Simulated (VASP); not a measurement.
## Ta: single point with PBE

Ta:

```xyz
1
Lattice="2.8882 0.0000 0.0000 -1.4441 2.5013 0.0000 0.0000 0.0000 2.7343" Properties=species:S:1:pos:R:3 pbc="T T T"
Ta    0.0000    0.0000    1.3672
```

The cell was built by a generator and needn't be a form met in nature.

The cell isn't the ideal one: random cell with space group P6/mmm (No. 191).

```json
{"Program": "VASP 6.6.1", "Task": "single point", "Functional": "PBE", "Potentials or basis": "VASP PAW PBE potentials, release 64 (Ta_pv)", "Cutoff": "520 eV", "k mesh": "21 × 21 × 20", "Occupations": "gaussian, width 0.1 eV", "Spin": "no spin polarisation", "Dipole correction": "no", "Further INCAR settings": "ALGO = Fast; EDIFF = 1e-07; NBANDS = 12"}
```

```
Pressure               : 0.1 GPa
Band gap on the k mesh : none (metal or under the smearing width)
```

Levels at points of the mesh, in eV from the Fermi level:
```
           k point  band 3  band 4  band 5  band 6  band 7  band 8
(0.00, 0.00, 0.00)  -33.74   -7.89   -2.97    0.44    0.44    5.96
(0.00, 0.00, 0.50)  -33.66   -4.47   -0.53    1.28    1.28    2.47
```

It took 35 s on 1 thread of Intel(R) Xeon(R) 6975P-C (Granite Rapids), with other jobs on the host, peak memory 0.23 GiB.

The run has no spin-orbit coupling, so splittings on Ta are missing.
